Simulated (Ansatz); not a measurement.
Crystal: Re.

```
Re
1.0
     2.76080    0.00000    0.00000
    -1.38040    2.39092    0.00000
     0.00000    0.00000    4.45820
Re
2
Direct
  0.66667 0.33333 0.75000
  0.33333 0.66667 0.25000
```

| Item | Value |
| --- | --- |
| Program | Ansatz 0.2.0 |
| Task | relaxation of cell and atoms |
| Functional | PBEsol |
| Dispersion | D3(BJ) |
| Potentials or basis | Ansatz PAW |
| Cutoff | 420 eV (not typed: the program's choice for these potentials) |
| k mesh | 11 × 11 × 6 |
| Occupations | fermi-dirac, width 0.05 eV |
| Spin | no spin polarisation |

At the start: volume 14.71 Å³/atom.

Where does the relaxation end?

It ends after 5 steps and the volume is 14.27 Å³/atom (-3.0 %); space group P6_3/mmc (No. 194, to 0.05 Å).

Step by step:
| step | energy change (eV) | largest force (eV/Å) | volume (Å³) |
| --- | --- | --- | --- |
| 1 | 0.0000 | 0.0000 | 29.43 |
| 2 | -0.0337 | 0.0000 | 28.65 |
| 3 | -0.0343 | 0.0000 | 28.53 |
| 4 | -0.0343 | 0.0000 | 28.54 |
| 5 | -0.0335 | 0.0000 | 28.54 |

Final structure:
```
Re
1.0
     2.73224    0.00000    0.00000
    -1.36612    2.36619    0.00000
     0.00000    0.00000    4.41419
Re
2
Cartesian
  1.3661 0.7887 3.3106
  0.0000 1.5775 1.1035
```

Caveat: the plane-wave basis is chosen anew once the cell has moved, so the energies of steps on either side of that aren't comparable; the PAW data sets come from PBE, with cores solved anew for the run's functional, which leaves a small shift of forces and pressure.
